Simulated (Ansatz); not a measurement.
Theory: DFT PBE, scalar-relativistic, plane waves, PAW in Ansatz 0.2.0. All cells share a 420 eV cutoff and Γ-centred k meshes spaced at most about 0.3 Å⁻¹ (about 0.25 or finer for metals, 2π included). No spin polarisation.

Temperature and zero-point effects are left out.

Two forms of RbH2 were relaxed alike.

1.

```
CELL_PARAMETERS angstrom
7.63275 0.00000 0.00000
-3.81638 6.61016 0.00000
0.00000 0.00000 7.34390
ATOMIC_POSITIONS crystal
Rb 0.30485 0.00000 0.33333
Rb 0.00000 0.30485 0.66667
Rb 0.69515 0.69515 0.00000
H 0.49957 0.52782 0.45492
H 0.47218 0.97175 0.78826
H 0.02825 0.50043 0.12159
H 0.52782 0.49957 0.54508
H 0.97175 0.47218 0.21174
H 0.50043 0.02825 0.87841
```

2.

```
CELL_PARAMETERS angstrom
0.00000 3.71932 4.43843
3.48230 0.00000 4.43843
3.48230 3.71932 0.00000
ATOMIC_POSITIONS crystal
Rb 0.00000 0.00000 0.00000
H 0.45706 0.45706 0.54294
H 0.54294 0.54294 0.45706
```

**Question.** Which would you expect to be lower, and how large is the difference?

**Answer.** Cell 1 is lower, by 8 meV/atom. Cell 1 has space group P3_121 (No. 152), 41.2 Å³/atom and no gap on its mesh; cell 2 has space group Fmmm (No. 69), 38.3 Å³/atom and no gap. Counting H atoms around Rb (those within 1.25 times the shortest such distance or 1.15 times the sum of covalent radii; a plus sign parts nearer from farther groups; the shortest distance is added where it is long for a bond), cell 1 has Rb 6+2 from 3.6 Å and cell 2 has Rb 10. Cell 1 and cell 2 both hold H–H pairs as short as in free H₂ molecules. The lower one is the more open, so pressure narrows the difference. Even the lower one lies +0.10 eV/atom against the reference forms of the elements (uncorrected), a margin that errors in the energy of the gaseous reference can exceed. In cell 1, Rb has 6 H at 3.62–3.66 Å and 2 H at 4.24 Å; H is surrounded by 1 H at 0.76 Å and 3 Rb at 3.62–3.66 Å. In cell 2, Rb is surrounded by 4 H at 3.50 Å, 4 H at 3.74 Å and 2 H at 4.06 Å; H is surrounded by 1 H at 0.76 Å, 2 Rb at 3.50 Å, 2 Rb at 3.74 Å and 1 Rb at 4.06 Å. Both come from invented guesses. The lowest form computed isn't among them: it has space group P4/nmm (No. 129), 43.8 Å³/atom and lies 65 meV/atom below the best shown.

For metals, differences of a few meV/atom aren't resolved. With hydrogen, zero-point motion can shift such differences by 10 meV/atom or more. Cells relaxed within their symmetry can be saddle points. Some structure types and database cells were kept out of the candidates from the start, so a known form may be missing.
